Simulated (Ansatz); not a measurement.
Input and command of a calculation in Ansatz (plane waves; scalar-relativistic PAW potentials unless the input names others):

```yaml
crystal:
  lattice:
    - [2.9919088721, 1.6529946342, 2.356300394]
    - [-2.9919088721, 1.6529946342, 2.356300394]
    - [0.0, -3.3059892684, 2.356300394]
  atoms:
    - { symbol: Ba, position: [0.0049545205, 0.0049545205, 0.0049545205] }
    - { symbol: Ti, position: [0.5191875227, 0.5191875227, 0.5191875227] }
    - { symbol: O, position: [0.4883938465, 0.4883938465, 0.9777702638] }
    - { symbol: O, position: [0.4883938465, 0.9777702638, 0.4883938465] }
    - { symbol: O, position: [0.9777702638, 0.4883938465, 0.4883938465] }
basis:
  ecutwfc: 420
kpoints:
  mp_grid: { grid: [6, 6, 6] }
hamiltonian:
  xc: pbe
scf:
  occupations: { method: gaussian, width: 0.05 }
  initial_density: { chi_scale: 0.3 }
output:
  forces: true
  eigenvalues: true
  stress: true
```

```bash
ansatz run input.yaml --threads 1 --pin off --max-ram 2560MiB --backend cpu --events-out ev --progress --plain --runs-dir out
```

Abridged log:
```
Basis set: ecut = 420 eV, 1365 PW (Γ), exchange–correlation on 60×60×60 points (8 copies of the dense FFT grid, shifted against one another)
Bands: 25, of which v1, the nominal top of the filled ones, is band 20 counted from 1 (19 counted from 0)
Symmetry: 2 space group operations
k-points: 68 of 216 (time reversal used)
SCF iter   1: F=—  HF=-10214.707583 eV  |F-HF|=—  |Δ(HF+E_count)|=         —  Δρ=7.45e-1  dr2=4.93e2  ethr=3.10e-3  ⟨swp⟩=10.8  Hψ=13976  notcnv=0
SCF iter   2: F=—  HF=-10167.217810 eV  |F-HF|=—  |Δ(HF+E_count)|=    4.75e1  Δρ=2.21e-1  dr2=2.62e1  ethr=3.10e-3  ⟨swp⟩=12.5  Hψ=11225  notcnv=0  defer=15
SCF iter   3: F=—  HF=-10161.236240 eV  |F-HF|=—  |Δ(HF+E_count)|=    5.98e0  Δρ=8.81e-2  dr2=5.50e0  ethr=3.10e-3  ⟨swp⟩=6.8  Hψ=5194  notcnv=0  defer=74
SCF iter   4: F=—  HF=-10159.571961 eV  |F-HF|=—  |Δ(HF+E_count)|=    1.66e0  Δρ=1.44e-2  dr2=1.36e-1  ethr=3.10e-3  ⟨swp⟩=7.0  Hψ=5724  notcnv=0  defer=73
SCF iter   5: F=—  HF=-10159.546932 eV  |F-HF|=—  |Δ(HF+E_count)|=   2.50e-2  Δρ=1.31e-2  dr2=1.49e-1  ethr=3.39e-4  ⟨swp⟩=3.0  Hψ=3444  notcnv=0  defer=71
SCF iter   6: F=—  HF=-10159.521539 eV  |F-HF|=—  |Δ(HF+E_count)|=   2.54e-2  Δρ=3.61e-3  dr2=1.50e-2  ethr=3.39e-4  ⟨swp⟩=2.7  Hψ=2564  notcnv=0  defer=68
SCF iter   7: F=—  HF=-10159.517157 eV  |F-HF|=—  |Δ(HF+E_count)|=   4.38e-3  Δρ=2.28e-3  dr2=4.75e-3  ethr=3.74e-5  ⟨swp⟩=2.1  Hψ=2968  notcnv=0  defer=68
SCF iter   8: F=—  HF=-10159.516395 eV  |F-HF|=—  |Δ(HF+E_count)|=   7.62e-4  Δρ=6.64e-4  dr2=4.28e-4  ethr=1.19e-5  ⟨swp⟩=2.0  Hψ=2284  notcnv=0  defer=68
SCF iter   9: F=—  HF=-10159.516308 eV  |F-HF|=—  |Δ(HF+E_count)|=   8.67e-5  Δρ=1.75e-4  dr2=3.25e-5  ethr=1.07e-6  ⟨swp⟩=2.4  Hψ=2610  notcnv=0  defer=68
SCF iter  10: F=—  HF=-10159.516481 eV  |F-HF|=—  |Δ(HF+E_count)|=   1.73e-4  Δρ=2.15e-5  dr2=2.03e-7  ethr=8.11e-8  ⟨swp⟩=2.0  Hψ=2866  notcnv=0  defer=68
SCF iter  11: F=-10159.516481 eV  HF=-10159.516481 eV  |F-HF|=7.41e-9  |Δ(HF+E_count)|=   8.07e-8  Δρ=6.91e-6  dr2=2.49e-8  ethr=2.50e-10  ⟨swp⟩=17.8  Hψ=13601  notcnv=0
SCF 1 converged in 11 iterations: F = -10159.516481 eV  dr2 = 2.49e-8
SCF converged after 11 iterations
Free energy (F): -10159.516481 eV
Harris-Foulkes:  -10159.516481 eV  (|F-HF|=7.41e-9)
Internal energy: -10159.516481 eV  (E = F + TS)
E sigma→0 (E₀):  -10159.516481 eV
Fermi energy:    10.298648 eV
--- Forces (eV/Å), atoms counted from 1 ---
  atom   1  Ba     0.00000000     0.00114054     0.03466928
  atom   2  Ti     0.00000000     0.18407503     0.42556646
  atom   3  O      0.00000000     0.15475851    -0.07487969
  atom   4  O      0.44414551    -0.17001229    -0.19268474
  atom   5  O     -0.44414551    -0.17001229    -0.19268474
--- Stress (GPa, compression-positive) ---
      -11.795708       0.000000       0.000000
        0.000000      -3.707907       0.533007
        0.000000       0.533005      -2.977373
  P = ⅓ Tr σ = -6.1603 GPa (-61.603 kbar)
```

Apart from outputs and empty bands, the input differs from a reference run on usual settings in scf.initial_density.chi_scale: not typed → 0.3. The reference, at the same geometry (not necessarily relaxed), gave pressure -6.16 GPa, largest force 0.513 eV/Å, gap on the mesh 2.38 eV. This run converged in 11 SCF iterations (reference: 6) with an energy at zero smearing within 0.01 meV/atom of the reference's, pressure -6.16 GPa, largest force 0.513 eV/Å, gap on the mesh 2.38 eV.

The run took 21 s on 1 thread of Arm Neoverse V2 (shared host), peak memory 0.36 GiB.